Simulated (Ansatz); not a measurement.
Bulk crystal (InAs) after relaxation:

```
In As
1.0
     0.00000    3.04373    3.04373
     3.04373    0.00000    3.04373
     3.04373    3.04373    0.00000
In As
1 1
Direct
  0.00000 0.00000 0.00000
  0.75000 0.75000 0.75000
```

Miller indices refer to the conventional cell of F-43m (No. 216), a = 6.087 Å, b = 6.087 Å, c = 6.087 Å, α = 90.00°, β = 90.00°, γ = 90.00°.

Consider the (111) slab of 8 planes, 11.4 Å thick with 15 Å of vacuum as cut; outer planes In (top) and As (bottom), all atoms relaxed.

All numbers below come from DFT PBEsol, scalar-relativistic, plane waves, PAW (Ansatz 0.2.0). Cutoff 420 eV; k points 9×9×1 on the computed 8-atom cell (Γ-centred); Gaussian smearing, width 0.10 eV; no spin polarisation. A dipole correction removes the field between periodic images along c.

The work function read from the bulk's Fermi level differs by 0.15 eV, so the slab's middle doesn't match the bulk reference (too thin, or relaxed to another structure or magnetic state).

(1) Give the surface energy (mean of both faces).

(2) Give the work function.

(3) Predict the dipole of the slab along +c, per cell.

(4) The top two planes lie 0.879 Å apart in the bulk. How does relaxation change this?

Results:

(1) 1.01 J/m².

(2) 3.43 eV (top), 5.74 eV (bottom).

(3) 0.20 e·Å.

(4) The spacing becomes 0.795 Å (-9.5 %).